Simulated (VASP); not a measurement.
# Zr (P6/mmm) in VASP: a series of runs

One crystal, Zr, is run at these levels: LDA; tasks: single point, relaxation of cell and atoms.

Everything below comes from runs of VASP 6.6.1. Logs are shortened: lines on timing, memory, paths and dates and some standing lists are left out, and cuts for length are marked.

## (1) Starting point

It takes space group P6/mmm (No. 191, hexagonal). Conventional cell: a = 4.927 Å, b = 4.927 Å, c = 3.079 Å, α = 90.00°, β = 90.00°, γ = 120.00°. Around Zr (site symmetry 6/mmm) lie 14 Zr at 3.08 to 3.23 Å. Around Zr (site symmetry -6m2) lie 11 Zr at 2.84 to 3.23 Å.

This isn't the form of Zr at room conditions, which is hcp.

## (2) Single point, LDA

The input, INCAR:

```
SYSTEM = Zr
PREC     = Accurate       ! precision mode
ENCUT    = 520            ! plane-wave cutoff, eV
EDIFF    = 1E-7           ! SCF threshold, eV
ISMEAR   = -1             ! smearing method
SIGMA    = 0.1            ! smearing width, eV
LREAL    = .False.        ! projectors in reciprocal space
LASPH    = .True.         ! aspherical terms in the spheres
NELM     = 100            ! most SCF steps
ALGO     = Fast           ! electronic algorithm
ISIF     = 2              ! what is computed and relaxed
LWAVE    = .False.        ! write WAVECAR
LCHARG   = .False.        ! write CHGCAR
GGA      = CA             ! functional
NBANDS   = 25             ! bands
```

The input, KPOINTS:

```
Automatic mesh
0
Gamma
  8 8 12
  0 0 0
```

The input, POSCAR:

```
Zr
1.0
    4.9274611496      0.0000000000      0.0000000000
   -2.4637305748      4.2673065317      0.0000000000
    0.0000000000      0.0000000000      3.0788693775
Zr
3
Direct
    1.0000000000      0.0000000000      1.0000000000
    0.3333333333      0.6666666667      0.5000000000
    0.6666666667      0.3333333333      0.5000000000
```

Potentials or basis: VASP PAW LDA potentials, release 64 (Zr_sv).

The run is started by

```
> cat potpaw_LDA.64/Zr_sv/POTCAR > POTCAR
> mpirun -np 1 vasp_std > vasp.out
```

OUTCAR:

```text
SYSTEM = Zr
   PREC = Accurate
   ENCUT = 520
   EDIFF = 1E-7
   ISMEAR = -1
   LREAL = .False.
   LASPH = .True.
   NELM = 100
   ISIF = 2
   GGA = CA

 ion  position               nearest neighbor table
   1  0.000  0.000  0.000-   2 3.23   3 3.23   2 3.23   3 3.23   2 3.23   2 3.23   3 3.23   3 3.23
                             3 3.23   3 3.23   2 3.23   2 3.23
   2  0.333  0.667  0.500-   3 2.84   3 2.84   3 2.84   1 3.23   1 3.23   1 3.23   1 3.23   1 3.23
                             1 3.23
   3  0.667  0.333  0.500-   2 2.84   2 2.84   2 2.84   1 3.23   1 3.23   1 3.23   1 3.23   1 3.23
                             1 3.23

  LATTYP: Found a hexagonal cell.
 ALAT       =     4.9274611496
 C/A-ratio  =     0.6248388945

  Lattice vectors:

 A1 = (   4.9274611496,   0.0000000000,   0.0000000000)
 A2 = (  -2.4637305748,   4.2673065317,   0.0000000000)
 A3 = (   0.0000000000,   0.0000000000,   3.0788693775)

Analysis of symmetry for initial positions (statically):
=====================================================================
 Subroutine PRICEL returns:
 Original cell was already a primitive cell.

 Routine SETGRP: Setting up the symmetry group for a
 hexagonal supercell.

 Subroutine GETGRP returns: Found 24 space group operations
 (whereof 24 operations were pure point group operations)
 out of a pool of 24 trial point group operations.

The static configuration has the point symmetry D_6h.

Analysis of symmetry for dynamics (positions and initial velocities):
=====================================================================
 Subroutine PRICEL returns:
 Original cell was already a primitive cell.

 Routine SETGRP: Setting up the symmetry group for a
 hexagonal supercell.

 Subroutine GETGRP returns: Found 24 space group operations
 (whereof 24 operations were pure point group operations)
 out of a pool of 24 trial point group operations.

The dynamic configuration has the point symmetry D_6h.

 Subroutine INISYM returns: Found 24 space group operations
 (whereof 24 operations are pure point group operations),
 and found     1 'primitive' translations

----------------------------------------------------------------------------------------

                                     Primitive cell

  volume of cell :      64.7393

[... 86 lines left out ...]
   LSORBIT =      F    spin-orbit coupling
   LASPH  =      T    aspherical Exc in radial PAW
   ENCUT  =  520.0 eV  38.22 Ry    6.18 a.u.   9.16  9.16  5.72*2*pi/ulx,y,z
   NELM   =    100;   NELMIN=  2; NELMDL= -5     # of ELM steps
   EDIFF  = 0.1E-06   stopping-criterion for ELM
   LREAL  =      F    real-space projection
   EDIFFG = 0.1E-05   stopping-criterion for IOM
   NSW    =      0    number of steps for IOM
   IBRION =     -1    ionic relax: 0-MD 1-quasi-New 2-CG
   NFREE  =      0    steps in history (QN), initial steepest desc. (CG)
   ISIF   =      2    stress and relaxation
   ISYM   =      2    0-nonsym 1-usesym 2-fastsym
   POTIM  = 0.5000    time-step for ionic-motion
   TEBEG  =    0.0;   TEEND  =   0.0 temperature during run
   PSTRESS=    0.0 pullay stress
   NELECT =      36.0000    total number of electrons
   NUPDOWN=      -1.0000    fix difference up-down
   EMIN   =  10.00;   EMAX   =-10.00  energy-range for DOS
   EFERMI =   0.00;   METHOD = LEGACY
   ISMEAR =    -1;   SIGMA  =   0.10  broadening in eV -4-tet -1-fermi 0-gaus
   EFERMI_NEDOS =   21; number of points for ismear=-14 and -15
   IALGO  =     68    algorithm
   IMIX   =      4    mixing-type and parameters
     AMIX     =   0.40;   BMIX     =  1.00
     AMIX_MAG =   1.60;   BMIX_MAG =  1.00
  volume/ion in A,a.u.               =      21.58       145.63
  Fermi-wavevector in a.u.,A,eV,Ry     =   1.346231  2.544008 24.658351  1.812338
  Thomas-Fermi vector in A             =   2.474080
   LORBIT       =      0    0 simple, 1 ext, 2 COOP (PROOUT), +10 PAW based schemes
   GGA     = CA    functional components
   LHFCALC =     F    Hartree Fock is set to
   AEXX    =    0.0000 exact exchange contribution
   IVDW    =     0    specifies the selected vdW correction
   LEPSILON=     F    determine dielectric tensor
   LRPA    =     F    only Hartree local field effects (RPA)
 non-spin polarized calculation
 RMM-DIIS sequential band-by-band and
  energy-cutoff  :      520.00
  volume of cell :       64.74
 maximum number of plane-waves:      1758
 NGX is ok and might be reduce to    40
   NGX = 19   NGY = 19   NGZ = 11

 number of electron      36.0000000 magnetization

 Free energy of the ion-electron system (eV)
  ---------------------------------------------------
  ext. energy  EPLUGINS =         0.00000000
  ---------------------------------------------------
  free energy    TOTEN  =       -27.96604301 eV

  energy without entropy =      -27.86757317  energy(sigma->0) =      -27.91680809

 E-fermi :   9.4920     XC(G=0): -11.6416

 val. band max:        9.4859520931   @ k =   0.3750   0.2500   0.0833
 cond. band min:       9.5141050714   @ k =   0.5000  -0.0000   0.0833
 fundamental gap:      0.0281529783
 Fermi energy:         9.4920328028

 k-point     1 :       0.0000    0.0000    0.0000
  band No.  band energies     occupation
      1     -38.8994      2.00000
      2     -38.6547      2.00000
      3     -38.4194      2.00000
      4     -17.3180      2.00000
      5     -17.3180      2.00000
      6     -17.2308      2.00000
[... 661 lines left out ...]
     24      12.3921      0.00000
     25      12.8909      0.00000

 [... further k-points ...]

------------------------ aborting loop because EDIFF is reached ----------------------------------------

  FORCE on cell =-STRESS in cart. coord.  units (eV):
  Direction    XX          YY          ZZ          XY          YZ          ZX
  --------------------------------------------------------------------------------------
  -------------------------------------------------------------------------------------
  Total        0.0522522      0.0522522      0.0336381      0.0000000      0.0000000      0.0000000
  in kB        1.2931432      1.2931432      0.8324792      0.0000000      0.0000000      0.0000000
  external PRESSURE =       1.1395885 kB  Pullay stress =       0.0000000 kB

 VOLUME and BASIS-vectors are now :
 -----------------------------------------------------------------------------
  energy-cutoff  :      520.00
  volume of cell :       64.74
      direct lattice vectors                 reciprocal lattice vectors
     4.927461150  0.000000000  0.000000000     0.202944269  0.117169928  0.000000000
    -2.463730575  4.267306532  0.000000000     0.000000000  0.234339856  0.000000000
     0.000000000  0.000000000  3.078869377     0.000000000  0.000000000  0.324794552

 POSITION                                       TOTAL-FORCE (eV/Angst)
 -----------------------------------------------------------------------------------
      0.00000      0.00000      0.00000        -0.000000      0.000000      0.000000
     -0.00000      2.84487      1.53943        -0.000000      0.000000      0.000000
      2.46373      1.42244      1.53943         0.000000      0.000000      0.000000
 -----------------------------------------------------------------------------------
    total drift:                                0.000000      0.000000      0.000000

  FREE ENERGIE OF THE ION-ELECTRON SYSTEM (eV)
  ---------------------------------------------------
  free  energy   TOTEN  =       -27.9660430071 eV

  energy  without entropy=      -27.8675731671  energy(sigma->0) =      -27.91680809
```

Run time: 1.8 min. Hardware: 1 thread of Intel Xeon Platinum 8559C (Emerald Rapids), shared host; peak memory 0.21 GiB.

What came out:

```yaml
Free_energy: -27.9660 eV
Pressure: 0.1 GPa
Band_gap_on_the_k_mesh: none (metal or under the smearing width)
```

## (3) Single point, LDA

The input, INCAR:

```
ALGO = Normal
EDIFF = 1E-7
ENCUT = 520
GGA = CA
ISIF = 2
ISMEAR = -1
LASPH = T
LCHARG = F
LREAL = F
LWAVE = F
NBANDS = 25
NELM = 60
PREC = Accurate
SIGMA = 0.1
```

The input, KPOINTS:

```
k-points
0
Gamma
  7 7 10
```

POSCAR is that of step 2.

Potentials or basis: VASP PAW LDA potentials, release 64 (Zr_sv).

The run is started by

```
> cat potpaw_LDA.64/Zr_sv/POTCAR > POTCAR
> mpirun -np 1 vasp_std > vasp.out
```

It took 44 s on 1 thread of Intel Xeon Platinum 8559C (Emerald Rapids), shared host; peak memory 0.19 GiB.

The run converged. Its results:

| Property | Result |
| --- | --- |
| Free energy | -27.9686 eV |
| Pressure | 0.1 GPa |
| Band gap on the k mesh | none (metal or under the smearing width) |

Levels at points of the mesh, in eV from the Fermi level:
```tsv
k point	band 14	band 15	band 16	band 17	band 18	band 19	band 20	band 21	band 22	band 23
(0.00, 0.00, 0.00)	-2.56	-0.42	-0.42	-0.36	-0.36	-0.18	0.86	1.70	1.70	2.35
(0.00, 0.00, 0.50)	-2.72	-2.04	-2.01	-2.01	-1.22	1.27	1.27	1.79	1.79	4.57
```

## (4) Relaxation of cell and atoms, LDA

This run uses another cell than the first one, of 23.28 Å³/atom, 1.079 times its volume.

The input, INCAR:

```
PREC = Accurate ; ENCUT = 600
EDIFF = 1E-7 ; ISMEAR = -1
SIGMA = 0.1 ; LREAL = False
LASPH = True ; NELM = 80
ALGO = Fast ; ISIF = 3
LWAVE = False ; LCHARG = False
GGA = CA ; IBRION = 2
NSW = 80 ; EDIFFG = -0.01
```

The input, KPOINTS:

```
Automatic mesh
0
Gamma
  7 7 10
```

The input, POSCAR:

```
Zr
1.0
    5.0859926290      0.0000000000      0.0000000000
   -2.5429963145      4.4045988202      0.0000000000
    0.0000000000      0.0000000000      3.1177134816
Zr
3
Direct
    0.0000000000      0.0000000000      0.0000000000
    0.3333333333      0.6666666667      0.5000000000
    0.6666666667      0.3333333333      0.5000000000
```

The run is started by

```
> cat potpaw_LDA.64/Zr_sv/POTCAR > POTCAR
> mpirun -np 1 vasp_std > vasp.out
```

It took 12 min on 1 thread of Intel Xeon Platinum 8559C (Emerald Rapids), shared host; peak memory 0.24 GiB.

The run converged. Its results:

- Free energy: -27.9701 eV
- Relaxed volume: 21.62 Å³/atom
- Relaxed cell: a = 4.931 Å, b = 4.931 Å, c = 3.080 Å, α = 90.00°, β = 90.00°, γ = 120.00°
- Space group after relaxing (to 0.05 Å): P6/mmm (No. 191)
- Energy gained by relaxing: 41.0 meV/atom
- Ionic steps: 7
- Pressure after relaxing: -0.1 GPa
- Band gap on the k mesh: none (metal or under the smearing width)

Step by step:
```
step  energy change (eV)  largest force (eV/Å)  pressure (GPa)  volume (Å³)
   1              0.0000                0.0000           -7.00        69.84
   2              0.0095                0.0000            9.41        60.05
   3             -0.1209                0.0000            0.01        64.82
   4             -0.1209                0.0000            0.17        64.73
   5             -0.1230                0.0000            0.08        64.78
   6             -0.1230                0.0000            0.07        64.79
   7             -0.1230                0.0000           -0.06        64.87
```

Final structure:
```
Zr
1.0
     4.93122    0.00000    0.00000
    -2.46561    4.27056    0.00000
     0.00000    0.00000    3.08033
Zr
3
Cartesian
  0.0000 0.0000 0.0000
  0.0000 2.8470 1.5402
  2.4656 1.4235 1.5402
```

Levels at points of the mesh, in eV from the Fermi level:
```
           k point  band 15  band 16  band 17  band 18  band 19  band 20  band 21  band 22
(0.00, 0.00, 0.00)    -0.43    -0.43    -0.37    -0.37    -0.18     0.86     1.70     1.70
(0.00, 0.00, 0.50)    -2.04    -2.00    -2.00    -1.22     1.27     1.27     1.79     1.79
```

## (5) Overview

| task | cell | k mesh | cutoff (eV) | gap on the mesh (eV) | pressure (GPa) |
| --- | --- | --- | --- | --- | --- |
| single point | P6/mmm, 21.58 Å³/atom | 8 × 8 × 12 | 520 | none | 0.1 |
| single point | P6/mmm, 21.58 Å³/atom | 7 × 7 × 10 | 520 | none | 0.1 |
| relaxation of cell and atoms | relaxed | 7 × 7 × 10 | 600 | none | -0.1 |

Alike in all rows: level LDA; potentials or basis VASP PAW LDA potentials, release 64 (Zr_sv); no spin polarisation; smearing fermi-dirac 0.1 eV.

Total energies depend on the potentials used, so only differences within one code and one set of settings carry meaning.
